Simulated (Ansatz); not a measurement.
# Si2Mo (I4/mmm) in Ansatz: settings compared

One crystal, Si2Mo, is run at these levels: PBEsol, LDA; tasks: band structure.

All numbers are computed with Ansatz 0.2.0; they aren't measurements. Logs are shortened: lines on timing, memory, paths and dates and some standing lists are left out, and cuts for length are marked.

**1. The crystal as given**

The structure is tetragonal, space group I4/mmm (No. 139). The conventional cell has a = 3.200 Å, b = 3.200 Å, c = 7.861 Å, α = 90.00°, β = 90.00°, γ = 90.00°. Around Mo (site symmetry 4/mmm) lie 10 Si at 2.62 Å. Si (site symmetry 4mm) has 5 Si at 2.61 to 2.63 Å and 5 Mo at 2.62 Å as nearest neighbours.

**2. Band structure, PBEsol**

input.yaml reads:

```yaml
crystal:
  lattice:
    - [-1.6, 1.6, 3.9305]
    - [1.6, -1.6, 3.9305]
    - [1.6, 1.6, -3.9305]
  atoms:
    - { symbol: Mo, position: [0.0, 0.0, 0.0] }
    - { symbol: Si, position: [0.667, 0.667, 0.0] }
    - { symbol: Si, position: [0.333, 0.333, 0.0] }
kpoints:
  mp_grid: { grid: [12, 12, 12] }
  band_path:
    path:
      - [0.0, 0.0, 0.0]
      - [0.0, 0.0, 0.5]
      - [-0.0828541695, 0.0828541695, 0.5]
      - [-0.2914270847, 0.2914270847, 0.2914270847]
      - [0.0, 0.0, 0.0]
      - [0.5, 0.5, -0.5]
      - [0.2914270847, 0.7085729153, -0.2914270847]
      - [0.0, 0.5, 0.0]
    npoints: 6
scf:
  occupations: { method: fermi_dirac, width: 0.05 }
hamiltonian:
  xc: pbesol
  pseudopotentials: { kind: all_electron, lapw: { basis_error: 0.002 } }
output:
  forces: true
  stress: true
  eigenvalues: true
```

Potentials or basis: all-electron LAPW, scalar-relativistic.

Launch:

```bash
> ansatz run input.yaml --threads 2 --pin off --max-ram 8192MiB --backend cpu --events-out ev --progress --plain --runs-dir out
```

What it wrote:

```text
Warning: RAYON_NUM_THREADS=2 ignored (pool sized by the plan → 2); use --threads N
LAPW: plane waves up to 7.328 Å⁻¹, error target 2.0e-3 eV per atom; small_component_spin mean_spin; Si in spheres of 1.161 Å, 12 of its electrons in bands, Dirac shells []; Mo in spheres of 1.455 Å, 24 of its electrons in bands, Dirac shells [] (how accurate: hamiltonian.pseudopotentials.lapw.basis_error, Limitations)
Engine: ansatz 0.2.0, x86_64-unknown-linux-gnu
Pseudopotentials: kind: all_electron
Pseudopotential: Mo, LAPW, valence charge 24, lapw/all_electron/scalar/gaussian/Mo, Koelling and Harmon's equation, gaussian nucleus
Pseudopotential: Si, LAPW, valence charge 12, lapw/all_electron/scalar/gaussian/Si, Koelling and Harmon's equation, gaussian nucleus
Functional definition: PBEsol
  exchange = pbesol_x
  correlation = pbesol_c
Crystal: 3 atoms, lattice volume = 40.248 Å³
Basis set: ecut = 204.58432835127314 eV, 269 PW (Γ), FFT grids on a1+a3, a2+a3, a3, exchange–correlation at level 2
Bands: 29, of which v1, the nominal top of the filled ones, is band 24 counted from 1 (23 counted from 0)
Symmetry: 16 space group operations
Space group: I4/mmm (ITA 139), of the structure as read, at distance tolerance 3.4e-5 Å
k-points: 163 of 1728
Non-local potential: Mo, projectors of the file, none
Non-local potential: Si, projectors of the file, none
Initial density: superposition of atomic densities (chi_scale 0.1, normalization cell, long waves kept (reshape's long-wave potential 0.00 eV rms))
Initial wavefunctions: plane waves of lowest kinetic energy (no species holds an atomic orbital)
Functional: x = pbesol(κ = 0.804, μ = 0.12345679012345678), c = pbesol(β = 0.046)
iter 1 solved again at ethr=1.66e-3 eV; its pass at ethr=1.00e-1 eV (dr2=7.99e-1 eV) is discarded
SCF iter   1: F=—  HF=-125877.917980 eV  |F-HF|=—  |Δ(HF+E_count)|=         —  Δρ=4.16e-2  dr2=8.01e-1  ethr=1.66e-3  ⟨swp⟩=2.0  Hψ=31381  notcnv=0
preconditioner: auto → Kerker (q_TF=auto, 2.810 Å⁻¹)  [metal: Δε(μ)=0.071 eV  Ē_g=8.546 eV  σ=0.050 eV  W_gap=0.31  n_scr=14 (ndim 8)  ℏωp=21.9 eV  f_vac=0.000  D(μ)=0.32/eV (n_scr^D=0)]
SCF iter   2: F=—  HF=-125877.343282 eV  |F-HF|=—  |Δ(HF+E_count)|=   5.75e-1  Δρ=2.96e-2  dr2=7.01e-1  ethr=1.66e-3  ⟨swp⟩=3.0  Hψ=14916  notcnv=0
iter 3 solved again at ethr=1.44e-4 eV; its pass at ethr=1.46e-3 eV (dr2=6.93e-2 eV) is discarded
SCF iter   3: F=—  HF=-125877.066719 eV  |F-HF|=—  |Δ(HF+E_count)|=   2.77e-1  Δρ=1.41e-2  dr2=6.91e-2  ethr=1.44e-4  ⟨swp⟩=2.0  Hψ=22871  notcnv=0
SCF iter   4: F=—  HF=-125877.039828 eV  |F-HF|=—  |Δ(HF+E_count)|=         —  Δρ=3.95e-3  dr2=1.18e-2  ethr=1.44e-4  ⟨swp⟩=2.0  Hψ=13263  notcnv=0
the basis was enlarged: its passes take 213.1 KiB over the memory plan, 2 of 2 planned eigensolver slots
SCF iter   5: F=—  HF=-125877.038781 eV  |F-HF|=—  |Δ(HF+E_count)|=   1.05e-3  Δρ=2.04e-3  dr2=2.75e-3  ethr=2.46e-5  ⟨swp⟩=2.2  Hψ=13411  notcnv=0
SCF iter   6: F=—  HF=-125877.037201 eV  |F-HF|=—  |Δ(HF+E_count)|=   1.58e-3  Δρ=1.05e-3  dr2=7.53e-4  ethr=5.73e-6  ⟨swp⟩=2.0  Hψ=13250  notcnv=0
SCF iter   7: F=—  HF=-125877.036658 eV  |F-HF|=—  |Δ(HF+E_count)|=   5.43e-4  Δρ=2.52e-4  dr2=4.39e-5  ethr=1.57e-6  ⟨swp⟩=2.0  Hψ=13250  notcnv=0
SCF iter   8: F=—  HF=-125877.036629 eV  |F-HF|=—  |Δ(HF+E_count)|=   2.86e-5  Δρ=3.62e-5  dr2=8.79e-7  ethr=9.15e-8  ⟨swp⟩=2.0  Hψ=13250  notcnv=0
SCF iter   9: F=—  HF=-125877.036629 eV  |F-HF|=—  |Δ(HF+E_count)|=   1.20e-7  Δρ=1.71e-5  dr2=2.72e-7  ethr=1.83e-9  ⟨swp⟩=2.0  Hψ=13250  notcnv=0
SCF iter  10: F=-125877.036629 eV  HF=-125877.036629 eV  |F-HF|=2.33e-8  |Δ(HF+E_count)|=   7.60e-8  Δρ=3.81e-6  dr2=1.27e-8  ethr=5.67e-10  ⟨swp⟩=2.0  Hψ=13250  notcnv=0
SCF 1 converged in 10 iterations: F = -125877.036629 eV  dr2 = 1.27e-8
NSCF: frozen V_eff on 43 k-points
SCF converged after 10 iterations
Free energy (F): -125877.036629 eV
Harris-Foulkes:  -125877.036629 eV  (|F-HF|=2.33e-8)
Internal energy: -125877.034403 eV  (E = F + TS)
E sigma→0 (E₀):  -125877.035516 eV
Entropy (-TS):   -0.002226 eV (-0.742 meV/atom)
Fermi energy:    18.036432 eV
--- Per-component energies (eV) ---
  E_band       = -3325.279310
  E_kinetic    = 129903.317788
  E_xc         = -4423.222990
  E_electrostatic = -251357.129200  (all electrons and nuclei)
  E_smearing   = -0.002226  (= −TS)
  E_closure    = 0.000000  (closes the sum)
  E_atoms      = -125851.974525  (free atoms, spherical and without spin; not in F)
  Σ components = -125877.036629   (vs F -125877.036629, Δ=0.00e0)
  Basis errors (estimates in eV, not in F): energy 6.6e-4 per atom: plane waves 5.7e-4 (3.0e-4 summed), levels above the bands 2.1e-46, relativity 2.2e-8, radial functions 8.9e-5, core shells 7.7e-7; eigenvalues (radial functions only) 4.3e-6; not estimated: angular momenta, meshes, grids; target (lapw.basis_error) 2.0e-3; muffin-tin radii Si 1.161 Å, Mo 1.455 Å
--- Forces (eV/Å), atoms counted from 1 ---
  atom   1  Mo     0.00000000    -0.00000000     0.00000000
  atom   2  Si     0.00000000    -0.00000000    -0.32634247
  atom   3  Si     0.00000000    -0.00000000     0.32634247
  max |Σ_I F_I| component: 1.67e-16 eV/Å
--- Stress (GPa, compression-positive) ---
       -2.270458       0.000000       0.000000
        0.000000      -2.270458      -0.000000
        0.000000      -0.000000      -3.529459
  P = ⅓ Tr σ = -2.6901 GPa (-26.901 kbar)
--- Band table (eV; the first three rows and the last of 163) ---
  k-point 0: bands = ["-199.3153", "-199.2961", "-199.2840", "-199.2768", "-199.2768", "-115.9953", "-115.9934", "-72.2856", "-72.2856", "-72.2806", "-72.2806", "-72.2713", "-72.2643", "-42.6112", "-16.8009", "-16.6970", "-16.6970", "4.5763", "11.6792", "14.5713", "14.9760", "15.3734", "15.3734", "18.4479", "21.1081", "21.1180", "21.6658", "21.6658", "22.0868"]
  k-point 1: bands = ["-199.3153", "-199.2961", "-199.2840", "-199.2768", "-199.2768", "-115.9953", "-115.9934", "-72.2857", "-72.2853", "-72.2811", "-72.2806", "-72.2711", "-72.2644", "-42.6088", "-16.7974", "-16.7141", "-16.7117", "4.7908", "11.8703", "13.9256", "14.8449", "15.0405", "16.0692", "17.6897", "20.5542", "21.4206", "21.4811", "21.7549", "22.4841"]
  k-point 2: bands = ["-199.3153", "-199.2961", "-199.2840", "-199.2768", "-199.2768", "-115.9951", "-115.9936", "-72.2859", "-72.2844", "-72.2824", "-72.2806", "-72.2706", "-72.2646", "-42.6020", "-16.7882", "-16.7591", "-16.7517", "5.4132", "12.3368", "13.2287", "13.7838", "15.2462", "16.2333", "16.6020", "20.2682", "21.4192", "21.7103", "21.8828", "22.6809"]
  k-point 162: bands = ["-199.3153", "-199.2961", "-199.2840", "-199.2768", "-199.2768", "-115.9950", "-115.9937", "-72.2859", "-72.2859", "-72.2803", "-72.2803", "-72.2682", "-72.2674", "-42.6106", "-16.8254", "-16.6986", "-16.6986", "6.4048", "8.0282", "14.4957", "15.7263", "17.4415", "17.4415", "17.5116", "17.5116", "18.5825", "22.6454", "23.1796", "23.9109"]
```

Run time: 19 s. Hardware: 2 threads of Intel Xeon Platinum 8375C at 2.90GHz (Ice Lake), shared host; peak memory 0.63 GiB.

Results:

```yaml
Free_energy: -125877.0366 eV
Pressure: -2.7 GPa
Largest_force: 0.326 eV/Å
Band_gap_along_the_path: none (metal or under the smearing width)
```

Forces in eV/Å, atoms in the order of the input:
```
Mo   0.000  0.000  0.000
Si   0.000  0.000 -0.326
Si   0.000  0.000  0.326
```

Levels at the corners of the path, in eV from the Fermi level:
```
point  band 21  band 22  band 23  band 24  band 25  band 26  band 27  band 28
    Γ    -3.06    -2.66    -2.66     0.41     3.07     3.08     3.63     3.63
    X    -5.27    -4.51    -3.08    -1.15     2.30     2.70     3.01     3.25
    Y    -4.51    -3.89    -2.95    -1.73     1.76     1.94     2.57     4.70
    S    -2.81    -2.42    -2.34    -0.43     1.48     3.05     3.55     4.50
    Γ    -3.06    -2.66    -2.66     0.41     3.07     3.08     3.63     3.63
    Z    -2.31    -0.59    -0.59    -0.52    -0.52     0.55     4.61     5.14
   S1    -2.81    -2.42    -2.34    -0.43     1.48     3.05     3.55     4.50
    N    -4.48    -2.64    -2.51    -0.53     2.25     3.02     4.03     4.24
```

**3. Band structure, LDA**

input.yaml, as its differences from that of step 2:

```diff
@@ -25,3 +25,3 @@
 hamiltonian:
-  xc: pbesol
+  xc: lda
   pseudopotentials: { kind: all_electron, lapw: { basis_error: 0.002 } }
```

Potentials or basis: all-electron LAPW, scalar-relativistic.

Launch:

```bash
> ansatz run input.yaml --threads 2 --pin off --max-ram 8192MiB --backend cpu --events-out ev --progress --plain --runs-dir out
```

Wall time 17 s (2 threads of Intel Xeon Platinum 8375C at 2.90GHz (Ice Lake), shared host); peak memory 0.63 GiB.

The run converged. Its results:

```
Free energy             : -125796.9245 eV
Pressure                : -6.1 GPa
Largest force           : 0.375 eV/Å
Band gap along the path : none (metal or under the smearing width)
```

Forces in eV/Å, atoms in the order of the input:
```
Mo   0.000  0.000  0.000
Si   0.000  0.000 -0.375
Si   0.000  0.000  0.375
```

Stress tensor (GPa, compression positive):
```
-5.42  0.00  0.00
 0.00 -5.42  0.00
 0.00  0.00 -7.32
```

Levels at the corners of the path, in eV from the Fermi level:
```
point  band 20  band 21  band 22  band 23  band 24  band 25  band 26  band 27  band 28  band 29
    Γ    -3.48    -3.05    -2.65    -2.65     0.41     3.02     3.19     3.62     3.62     4.04
    X    -5.65    -5.29    -4.49    -3.06    -1.10     2.27     2.67     2.98     3.25     4.85
    Y    -5.54    -4.49    -3.89    -2.93    -1.69     1.75     1.92     2.54     4.69     5.57
    S    -6.74    -2.80    -2.41    -2.32    -0.43     1.48     3.08     3.56     4.45     4.50
    Γ    -3.48    -3.05    -2.65    -2.65     0.41     3.02     3.19     3.62     3.62     4.04
    Z    -3.52    -2.30    -0.60    -0.60    -0.52    -0.52     0.55     4.56     5.02     5.96
   S1    -6.74    -2.80    -2.41    -2.32    -0.43     1.48     3.08     3.56     4.45     4.50
    N    -4.92    -4.43    -2.63    -2.50    -0.52     2.22     3.00     3.97     4.23     5.49
```

**4. For comparison**

An earlier run on the cell as given: functional PBEsol; potentials or basis all-electron LAPW, scalar-relativistic; cutoff 223 eV (chosen from the basis error); basis error allowed 0.001 eV/atom; k mesh 12 × 12 × 12; occupations fermi-dirac, width 0.05 eV; no spin polarisation.

* Pressure: -2.7 GPa
* Largest force: 0.326 eV/Å
* Band gap on the k mesh: none (metal or under the smearing width)

**5. Summary**

```tsv
task	level	cutoff (eV)	basis error allowed	pressure (GPa)	largest force (eV/Å)
band structure	PBEsol	205	0.002 eV/atom	-2.7	0.33
band structure	LDA	205	0.002 eV/atom	-6.1	0.38
single point	PBEsol	223	0.001 eV/atom	-2.7	0.33
```

Alike in all rows: potentials or basis all-electron LAPW, scalar-relativistic; no spin polarisation; cell as given; k mesh 12 × 12 × 12; smearing fermi-dirac 0.05 eV.

The pressure there spans -6.1 GPa (LDA) to -2.7 GPa (PBEsol); a positive pressure means that this level wants a larger cell, a negative one a smaller.

Compare energies only between runs with the same functional and basis.
